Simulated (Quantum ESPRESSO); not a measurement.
# W (Im-3m) in Quantum ESPRESSO: equation of state

Aim: energy against volume of W in PBEsol, for its equilibrium volume and stiffness.

Everything below comes from runs of Quantum ESPRESSO 7.5. Logs are shortened: lines on timing, memory, paths and dates and some standing lists are left out, and cuts for length are marked.

## Step 1: The crystal as given

Symmetry: Im-3m, No. 229, cubic system. Conventional cell: a = 3.165 Å, b = 3.165 Å, c = 3.165 Å, α = 90.00°, β = 90.00°, γ = 90.00°. W (site symmetry m-3m) has 8 W at 2.74 Å as nearest neighbours.

## Step 2: Single point, PBEsol, 14.90 Å³/atom

The input, pw.in:

```
&CONTROL
  calculation = 'scf'
  prefix = 'pwscf'
  outdir = './tmp'
  pseudo_dir = './pseudo'
  tstress = .true.
  disk_io = 'nowf'
/
&SYSTEM
  ibrav = 0
  nat = 1
  ntyp = 1
  ecutwfc = 56
  ecutrho = 448
  nbnd = 13
  occupations = 'smearing'
  smearing = 'fd'
  degauss = 0.00367493
/
&ELECTRONS
  conv_thr = 2d-10
  electron_maxstep = 120
  mixing_beta = 0.5
/
ATOMIC_SPECIES
W    183.8400 w_pbesol_v1.2.uspp.F.UPF
CELL_PARAMETERS angstrom
  -1.5500431812    1.5500431812    1.5500431812
   1.5500431812   -1.5500431812    1.5500431812
   1.5500431812    1.5500431812   -1.5500431812
ATOMIC_POSITIONS crystal
W      0.0000000000    0.0000000000    0.0000000000
K_POINTS automatic
12 12 12 0 0 0
```

Potentials or basis: GBRV 1.5 PBEsol.

Launch:

```console
> OMP_NUM_THREADS=1 mpirun -n 2 pw.x -nk 2 -in pw.in > pw.out
```

pw.out:

```text
This program is part of the open-source Quantum ESPRESSO suite
     for quantum simulation of materials; please cite
         "P. Giannozzi et al., J. Phys.:Condens. Matter 21 395502 (2009);
         "P. Giannozzi et al., J. Phys.:Condens. Matter 29 465901 (2017);
         "P. Giannozzi et al., J. Chem. Phys. 152 154105 (2020);
     in publications or presentations arising from this work. More details at

     Message from routine setup:
     using ibrav=0 with symmetry is DISCOURAGED, use correct ibrav instead

     K-points division:     npool     =       2
     Subspace diagonalization in iterative solution of the eigenvalue problem:
     a serial algorithm will be used

     G-vector sticks info
     --------------------
     sticks:   dense  smooth     PW     G-vecs:    dense   smooth      PW
     Sum         861     435    169                15995     5721    1409

     Using Slab Decomposition

     bravais-lattice index     =            0
     lattice parameter (alat)  =       5.0734  a.u.
     unit-cell volume          =     100.5282 (a.u.)^3
     number of atoms/cell      =            1
     number of atomic types    =            1
     number of electrons       =        14.00
     number of Kohn-Sham states=           13
     kinetic-energy cutoff     =      56.0000  Ry
     charge density cutoff     =     448.0000  Ry
     scf convergence threshold =      2.0E-10
     mixing beta               =       0.5000
     number of iterations used =            8  plain     mixing
     Exchange-correlation= SLA  PW   PSX  PSC
                           (   1   4  10   8   0   0   0)

     celldm(1)=   5.073449  celldm(2)=   0.000000  celldm(3)=   0.000000
     celldm(4)=   0.000000  celldm(5)=   0.000000  celldm(6)=   0.000000

     crystal axes: (cart. coord. in units of alat)
               a(1) = (  -0.577350   0.577350   0.577350 )
               a(2) = (   0.577350  -0.577350   0.577350 )
               a(3) = (   0.577350   0.577350  -0.577350 )

     reciprocal axes: (cart. coord. in units 2 pi/alat)
               b(1) = ( -0.000000  0.866025  0.866025 )
               b(2) = (  0.866025 -0.000000  0.866025 )
               b(3) = (  0.866025  0.866025  0.000000 )

     PseudoPot. # 1 for W  read from file:
     w_pbesol_v1.2.uspp.F.UPF
     Pseudo is Ultrasoft + core correction, Zval = 14.0
     Generated by new atomic code, or converted to UPF format
     Using radial grid of  923 points,  8 beta functions with:
                l(1) =   0
                l(2) =   0
                l(3) =   0
                l(4) =   1
                l(5) =   1
                l(6) =   2
                l(7) =   2
                l(8) =   3
     Q(r) pseudized with  6 coefficients,  rinner =    1.350   1.350   1.350
                                                       1.350   1.350   1.350
                                                       1.350

     atomic species   valence    mass     pseudopotential
     W                14.00   183.84000     W ( 1.00)

     48 Sym. Ops., with inversion, found

   Cartesian axes

     site n.     atom                  positions (alat units)
         1        W      tau(   1) = (   0.0000000   0.0000000   0.0000000  )

     number of k points=    72  Fermi-Dirac smearing, width (Ry)=  0.0037
                       cart. coord. in units 2pi/alat
        k(    1) = (   0.0000000   0.0000000   0.0000000), wk =   0.0011574
        k(    2) = (   0.0721688   0.0721688   0.0000000), wk =   0.0138889
        k(    3) = (   0.1443376   0.1443376   0.0000000), wk =   0.0138889
        k(    4) = (   0.2165064   0.2165064   0.0000000), wk =   0.0138889
        k(    5) = (   0.2886751   0.2886751   0.0000000), wk =   0.0138889
        k(    6) = (   0.3608439   0.3608439   0.0000000), wk =   0.0138889
[... 64 lines left out ...]
        k(   71) = (  -0.8660254  -0.0721688  -0.0721688), wk =   0.0138889
        k(   72) = (  -0.8660254  -0.8660254  -0.8660254), wk =   0.0011574

     Dense  grid:    15995 G-vectors     FFT dimensions: (  36,  36,  36)

     Smooth grid:     5721 G-vectors     FFT dimensions: (  25,  25,  25)

     Initial potential from superposition of free atoms

     starting charge      13.8997, renormalised to      14.0000

     negative rho (up, down):  6.186E-02 0.000E+00
     Starting wfcs are   13 randomized atomic wfcs

     Self-consistent Calculation

     iteration #  1     ecut=    56.00 Ry     beta= 0.50
     Davidson diagonalization with overlap
     ethr =  1.00E-02,  avg # of iterations =  3.5

     Threshold (ethr) on eigenvalues was too large:
     Diagonalizing with lowered threshold

     Davidson diagonalization with overlap
     ethr =  3.59E-04,  avg # of iterations =  1.1

     negative rho (up, down):  6.386E-02 0.000E+00

     total energy              =    -159.03811301 Ry
     estimated scf accuracy    <       0.05128030 Ry

     iteration #  2     ecut=    56.00 Ry     beta= 0.50
     Davidson diagonalization with overlap
     ethr =  3.66E-04,  avg # of iterations =  1.8

     negative rho (up, down):  6.579E-02 0.000E+00

     total energy              =    -159.04319340 Ry
     estimated scf accuracy    <       0.00283473 Ry

     iteration #  3     ecut=    56.00 Ry     beta= 0.50
     Davidson diagonalization with overlap
     ethr =  2.02E-05,  avg # of iterations =  2.1

     negative rho (up, down):  6.682E-02 0.000E+00

     total energy              =    -159.04346494 Ry
     estimated scf accuracy    <       0.00024264 Ry

     iteration #  4     ecut=    56.00 Ry     beta= 0.50
     Davidson diagonalization with overlap
     ethr =  1.73E-06,  avg # of iterations =  1.8

     negative rho (up, down):  6.674E-02 0.000E+00

     total energy              =    -159.04347563 Ry
     estimated scf accuracy    <       0.00000256 Ry

     iteration #  5     ecut=    56.00 Ry     beta= 0.50
     Davidson diagonalization with overlap
     ethr =  1.83E-08,  avg # of iterations =  4.0

     negative rho (up, down):  6.665E-02 0.000E+00

     total energy              =    -159.04347708 Ry
     estimated scf accuracy    <       0.00000012 Ry

     iteration #  6     ecut=    56.00 Ry     beta= 0.50
     Davidson diagonalization with overlap
     ethr =  8.38E-10,  avg # of iterations =  1.0

[... 42 lines left out ...]

   -49.8909 -13.8160 -13.5229 -13.3942  15.4734  22.0213  22.4619  24.1832
    25.7534  26.5675  39.6500  41.0852  41.5033

          k = 0.2165 0.2165 0.0000 (   700 PWs)   bands (ev):

   -49.8468 -14.2198 -13.6512 -13.3972  16.6811  21.3601  22.1545  25.8130
    25.8608  26.7299  39.2293  41.4869  43.6278

          k = 0.2887 0.2887 0.0000 (   702 PWs)   bands (ev):

   -49.8023 -14.6053 -13.7765 -13.4002  17.4136  20.7767  22.6693  26.2924
    27.0266  27.8565  37.6983  39.2704  46.3433

          k = 0.3608 0.3608 0.0000 (   710 PWs)   bands (ev):

   -49.7696 -14.8772 -13.8664 -13.4025  17.4842  20.3876  24.0946  26.5691
    27.3623  29.8950  36.3155  37.1368  43.1266

          k =-0.4330-0.4330 0.0000 (   726 PWs)   bands (ev):

   -49.7576 -14.9748 -13.8990 -13.4034  17.4307  20.2519  25.0729  26.4600
    27.5210  30.8925  35.7753  36.2427  41.7224

          k = 0.1443 0.0722 0.0722 (   699 PWs)   bands (ev):

   -49.9011 -13.7198 -13.4660 -13.4200  15.1725  22.2871  22.4191  23.9033
    25.7138  26.6378  39.5883  40.5627  40.9577

          k = 0.2165 0.1443 0.0722 (   703 PWs)   bands (ev):

   -49.8630 -14.0615 -13.5816 -13.4335  16.3193  21.6946  22.0094  25.2866
    25.4988  26.8705  40.0283  41.4917  42.4194

          k = 0.2887 0.2165 0.0722 (   705 PWs)   bands (ev):

   -49.8186 -14.4347 -13.7269 -13.4394  17.4016  21.0721  21.9550  25.7609
    27.1274  27.2373  38.6853  40.5653  44.2916

          k = 0.3608 0.2887 0.0722 (   709 PWs)   bands (ev):

   -49.7800 -14.7443 -13.8521 -13.4437  17.7675  20.6050  22.9024  26.2684
    27.3981  29.3612  37.0861  38.2295  43.7216

          k = 0.4330 0.3608 0.0722 (   714 PWs)   bands (ev):

   -49.7576 -14.9182 -13.9235 -13.4460  17.7116  20.3580  24.1637  26.3804
    27.7650  31.0319  35.9871  36.5627  41.8321

          k = 0.2887 0.1443 0.1443 (   709 PWs)   bands (ev):

   -49.8246 -14.3517 -13.6957 -13.4890  17.4764  21.2892  21.5003  25.3923
    27.0903  27.3059  39.5069  41.0665  43.2977

          k = 0.3608 0.2165 0.1443 (   710 PWs)   bands (ev):

   -49.7860 -14.6086 -13.8629 -13.5145  18.3273  20.8150  21.7199  25.7466
    27.4773  29.3428  37.6819  40.1148  42.7767

          k = 0.4330 0.2887 0.1443 (   710 PWs)   bands (ev):

   -49.7577 -14.7816 -14.0017 -13.5255  18.4428  20.5747  22.6588  26.1890
    27.6744  31.4918  35.8242  38.2507  41.5656

          k = 0.5052 0.3608 0.1443 (   712 PWs)   bands (ev):

   -49.7472 -14.8423 -14.0545 -13.5288  18.3864  20.4986  23.2322  26.2312
    27.9916  32.5533  34.7434  37.5563  41.0936

          k = 0.4330 0.2165 0.2165 (   716 PWs)   bands (ev):

   -49.7577 -14.6922 -14.0666 -13.5604  19.0097  20.6477  21.8512  26.0876
    27.5093  31.7572  35.8027  39.6475  40.9648

          k = 0.5052 0.2887 0.2165 (   722 PWs)   bands (ev):

   -49.7412 -14.6939 -14.2390 -13.5786  19.1608  20.7293  22.1064  26.5049
    27.6211  33.7667  34.0232  38.1163  41.3266

          k = 0.5774 0.2887 0.2887 (   727 PWs)   bands (ev):

   -49.7352 -14.4962 -14.4962 -13.5944  19.4516  21.3192  21.3192  27.1878
    27.1878  32.9341  36.2666  36.2666  42.3103

          k = 0.1443 0.1443 0.1443 (   694 PWs)   bands (ev):

   -49.8726 -14.0129 -13.4746 -13.4746  16.0759  21.7743  21.7743  25.3132
    26.2303  26.2303  40.0505  41.5556  41.5556

          k = 0.2165 0.2165 0.1443 (   707 PWs)   bands (ev):

   -49.8335 -14.3328 -13.6192 -13.4865  17.3039  21.1392  21.3718  26.1675
    26.7077  27.2013  40.1018  41.2702  41.9573

          k = 0.2887 0.2887 0.1443 (   714 PWs)   bands (ev):

   -49.7941 -14.6140 -13.7909 -13.4985  18.1481  20.6429  21.7595  26.4389
    27.1140  29.3653  38.4502  38.7708  42.7854
[... 178 lines left out ...]
   -49.7450 -14.1979 -14.1979 -14.1979  21.0347  21.0347  21.0347  27.7116
    27.7116  31.3404  37.1342  37.1342  37.1342

          k = 0.0000 0.0000 0.4330 (   711 PWs)   bands (ev):

   -49.7703 -14.2513 -13.9334 -13.9334  18.7926  20.9918  23.5733  23.5733
    25.6006  27.9572  39.0815  44.7006  44.7014

          k =-0.0000-0.0722 0.5052 (   716 PWs)   bands (ev):

   -49.7318 -14.4627 -14.0691 -13.9866  19.3474  20.1146  23.6703  24.2803
    27.1557  28.2493  39.2684  42.6498  42.8257

          k = 0.0000-0.1443 0.5774 (   713 PWs)   bands (ev):

   -49.7034 -14.6617 -14.1664 -13.9742  19.1004  20.0623  23.4795  24.4009
    29.2100  30.0436  37.4124  40.0516  42.4591

          k = 0.0722-0.0722 0.5774 (   715 PWs)   bands (ev):

   -49.6997 -14.5652 -14.2358 -14.0335  19.3929  19.5051  23.6940  25.3352
    27.8713  29.8444  38.3457  40.2593  42.5184

          k =-0.8660-0.2165-0.2165 (   722 PWs)   bands (ev):

   -49.6930 -14.7365 -14.2016 -13.9662  18.8971  20.1686  23.3947  24.2741
    30.3126  31.9909  35.1750  38.7214  43.0225

          k =-0.7939-0.1443-0.2165 (   715 PWs)   bands (ev):

   -49.6812 -14.6409 -14.3446 -14.0272  19.0026  19.5124  23.3827  25.9521
    29.0347  32.4835  35.5575  37.9625  44.1308

          k =-0.7217-0.1443-0.1443 (   706 PWs)   bands (ev):

   -49.6730 -14.5314 -14.5314 -14.0262  19.1310  19.1310  23.1730  27.9276
    27.9276  34.2316  35.4793  35.4793  46.1989

          k =-0.0000-0.0000 0.5774 (   719 PWs)   bands (ev):

   -49.6962 -14.4431 -14.2097 -14.2097  19.2389  19.3557  25.1507  25.1507
    27.4133  28.5380  40.4884  40.4884  41.2195

          k = 0.0000-0.0722 0.6495 (   714 PWs)   bands (ev):

   -49.6701 -14.5528 -14.3103 -14.2420  18.6908  19.0242  25.5872  25.7567
    28.9440  30.3057  37.3169  38.0938  43.3004

          k =-0.8660-0.1443-0.1443 (   710 PWs)   bands (ev):

   -49.6606 -14.6137 -14.3467 -14.2318  18.5079  18.8659  25.6045  25.8244
    30.0426  32.6615  34.5540  36.7930  44.7909

          k =-0.7939-0.0722-0.1443 (   706 PWs)   bands (ev):

   -49.6530 -14.5503 -14.4452 -14.2614  18.3920  18.5582  25.6051  27.6727
    29.1438  32.6389  35.1461  35.8039  44.4241

          k = 0.0000 0.0000 0.7217 (   707 PWs)   bands (ev):

   -49.6457 -14.4905 -14.4133 -14.4133  18.1382  18.3409  27.5761  27.5761
    29.0667  31.0376  35.8760  35.8760  43.1067

          k =-0.8660-0.0722-0.0722 (   704 PWs)   bands (ev):

   -49.6367 -14.5220 -14.4506 -14.4203  17.9764  18.0448  28.0864  28.2165
    29.8523  32.8688  33.7032  34.5266  42.7129

          k =-0.8660-0.8660-0.8660 (   682 PWs)   bands (ev):

   -49.6280 -14.4881 -14.4881 -14.4881  17.7644  17.7644  29.7841  29.7841
    29.7841  32.9004  32.9004  32.9004  41.4341

     the Fermi energy is    24.1201 ev

!    total energy              =    -159.04347707 Ry
     estimated scf accuracy    <          3.0E-11 Ry
     smearing contrib. (-TS)   =      -0.00038220 Ry
     internal energy E=F+TS    =    -159.04309487 Ry

     The total energy is F=E-TS. E is the sum of the following terms:
     one-electron contribution =     -10.97044652 Ry
     hartree contribution      =      14.81443651 Ry
     xc contribution           =     -41.13025632 Ry
     ewald contribution        =    -121.75682854 Ry

     convergence has been achieved in   9 iterations

     Computing stress (Cartesian axis) and pressure

     negative rho (up, down):  6.658E-02 0.000E+00
          total   stress  (Ry/bohr**3)                   (kbar)     P=      188.74
   0.00128306  -0.00000000  -0.00000000          188.74       -0.00       -0.00
  -0.00000000   0.00128306  -0.00000000           -0.00      188.74       -0.00
  -0.00000000  -0.00000000   0.00128306           -0.00       -0.00      188.74

=------------------------------------------------------------------------------=
   JOB DONE.
=------------------------------------------------------------------------------=
```

It took 13 s on 2 MPI ranks of Intel Xeon Platinum 8259CL at 2.50GHz (Skylake/Cascade Lake), shared host; peak memory 0.22 GiB.

Results:

```
Free energy            : -2163.8967 eV
Pressure               : 18.9 GPa
Band gap on the k mesh : none (metal or under the smearing width)
```

## Step 3: Single point, PBEsol, 15.21 Å³/atom

pw.in: that of step 2 with these lines changed.

```diff
@@ -27,5 +27,5 @@
 CELL_PARAMETERS angstrom
-  -1.5500431812    1.5500431812    1.5500431812
-   1.5500431812   -1.5500431812    1.5500431812
-   1.5500431812    1.5500431812   -1.5500431812
+  -1.5609593379    1.5609593379    1.5609593379
+   1.5609593379   -1.5609593379    1.5609593379
+   1.5609593379    1.5609593379   -1.5609593379
 ATOMIC_POSITIONS crystal
```

Potentials or basis: GBRV 1.5 PBEsol.

Launch:

```console
> OMP_NUM_THREADS=1 mpirun -n 2 pw.x -nk 2 -in pw.in > pw.out
```

It took 12 s on 2 MPI ranks of Intel Xeon Platinum 8259CL at 2.50GHz (Skylake/Cascade Lake), shared host; peak memory 0.22 GiB.

Results (log left out):

```yaml
Free_energy: -2163.9262 eV
Pressure: 11.0 GPa
Band_gap_on_the_k_mesh: none (metal or under the smearing width)
```

## Step 4: Single point, PBEsol, 15.53 Å³/atom

pw.in: that of step 3 with these lines changed.

```diff
@@ -27,5 +27,5 @@
 CELL_PARAMETERS angstrom
-  -1.5609593379    1.5609593379    1.5609593379
-   1.5609593379   -1.5609593379    1.5609593379
-   1.5609593379    1.5609593379   -1.5609593379
+  -1.5717249149    1.5717249149    1.5717249149
+   1.5717249149   -1.5717249149    1.5717249149
+   1.5717249149    1.5717249149   -1.5717249149
 ATOMIC_POSITIONS crystal
```

Launch:

```console
> OMP_NUM_THREADS=1 mpirun -n 2 pw.x -nk 2 -in pw.in > pw.out
```

Run time: 10 s. Hardware: 2 MPI ranks of Intel Xeon Platinum 8259CL at 2.50GHz (Skylake/Cascade Lake), shared host; peak memory 0.22 GiB.

The run converged. Its results:

| Property | Result |
| --- | --- |
| Free energy | -2163.9407 eV |
| Pressure | 3.8 GPa |
| Band gap on the k mesh | none (metal or under the smearing width) |

## Step 5: Single point, PBEsol, 15.85 Å³/atom

pw.in: that of step 4 with these lines changed.

```diff
@@ -27,5 +27,5 @@
 CELL_PARAMETERS angstrom
-  -1.5717249149    1.5717249149    1.5717249149
-   1.5717249149   -1.5717249149    1.5717249149
-   1.5717249149    1.5717249149   -1.5717249149
+  -1.5823450000    1.5823450000    1.5823450000
+   1.5823450000   -1.5823450000    1.5823450000
+   1.5823450000    1.5823450000   -1.5823450000
 ATOMIC_POSITIONS crystal
```

Launch:

```console
> OMP_NUM_THREADS=1 mpirun -n 2 pw.x -nk 2 -in pw.in > pw.out
```

Wall time 13 s (2 MPI ranks of Intel Xeon Platinum 8259CL at 2.50GHz (Skylake/Cascade Lake), shared host); peak memory 0.22 GiB.

It converged, with:

| Item | Value |
| --- | --- |
| Free energy | -2163.9418 eV |
| Pressure | -2.7 GPa |
| Band gap on the k mesh | none (metal or under the smearing width) |

## Step 6: Single point, PBEsol, 16.16 Å³/atom

pw.in: that of step 5 with these lines changed.

```diff
@@ -27,5 +27,5 @@
 CELL_PARAMETERS angstrom
-  -1.5823450000    1.5823450000    1.5823450000
-   1.5823450000   -1.5823450000    1.5823450000
-   1.5823450000    1.5823450000   -1.5823450000
+  -1.5928244114    1.5928244114    1.5928244114
+   1.5928244114   -1.5928244114    1.5928244114
+   1.5928244114    1.5928244114   -1.5928244114
 ATOMIC_POSITIONS crystal
```

Potentials or basis: GBRV 1.5 PBEsol.

Launch:

```console
> OMP_NUM_THREADS=1 mpirun -n 2 pw.x -nk 2 -in pw.in > pw.out
```

Run time: 12 s. Hardware: 2 MPI ranks of Intel Xeon Platinum 8259CL at 2.50GHz (Skylake/Cascade Lake), shared host; peak memory 0.24 GiB.

The run converged. Its results:

- Free energy: -2163.9306 eV
- Pressure: -8.6 GPa
- Band gap on the k mesh: none (metal or under the smearing width)

## Step 7: Single point, PBEsol, 16.48 Å³/atom

pw.in: that of step 6 with these lines changed.

```diff
@@ -27,5 +27,5 @@
 CELL_PARAMETERS angstrom
-  -1.5928244114    1.5928244114    1.5928244114
-   1.5928244114   -1.5928244114    1.5928244114
-   1.5928244114    1.5928244114   -1.5928244114
+  -1.6031677168    1.6031677168    1.6031677168
+   1.6031677168   -1.6031677168    1.6031677168
+   1.6031677168    1.6031677168   -1.6031677168
 ATOMIC_POSITIONS crystal
```

Launch:

```console
> OMP_NUM_THREADS=1 mpirun -n 2 pw.x -nk 2 -in pw.in > pw.out
```

Wall time 8.6 s (2 MPI ranks of Intel Xeon Platinum 8259CL at 2.50GHz (Skylake/Cascade Lake), shared host); peak memory 0.24 GiB.

It converged, with:

```yaml
Free_energy: -2163.9082 eV
Pressure: -13.9 GPa
Band_gap_on_the_k_mesh: none (metal or under the smearing width)
```

## Step 8: Single point, PBEsol, 16.80 Å³/atom

pw.in: that of step 7 with these lines changed.

```diff
@@ -27,5 +27,5 @@
 CELL_PARAMETERS angstrom
-  -1.6031677168    1.6031677168    1.6031677168
-   1.6031677168   -1.6031677168    1.6031677168
-   1.6031677168    1.6031677168   -1.6031677168
+  -1.6133792515    1.6133792515    1.6133792515
+   1.6133792515   -1.6133792515    1.6133792515
+   1.6133792515    1.6133792515   -1.6133792515
 ATOMIC_POSITIONS crystal
```

Launch:

```console
> OMP_NUM_THREADS=1 mpirun -n 2 pw.x -nk 2 -in pw.in > pw.out
```

Wall time 8.4 s (2 MPI ranks of Intel Xeon Platinum 8259CL at 2.50GHz (Skylake/Cascade Lake), shared host); peak memory 0.24 GiB.

It converged, with:

- Free energy: -2163.8758 eV
- Pressure: -18.8 GPa
- Band gap on the k mesh: none (metal or under the smearing width)

## Step 9: Equation of state, PBEsol

Potentials or basis: GBRV 1.5 PBEsol.

No new run: the results of the series are fitted here.

What came out:

| Item | Value |
| --- | --- |
| Equilibrium volume | 15.71 Å³/atom |
| Bulk modulus | 320 GPa |
| Pressure derivative of the bulk modulus | 3.8 |

Energy against volume, from the lowest point:
```csv
volume (Å³/atom),energy (meV/atom)
14.897,45.03
15.214,15.59
15.531,1.04
15.848,0.00
16.165,11.22
16.482,33.55
16.798,65.95
```

Spin-orbit coupling is left out, which matters for the levels of W.
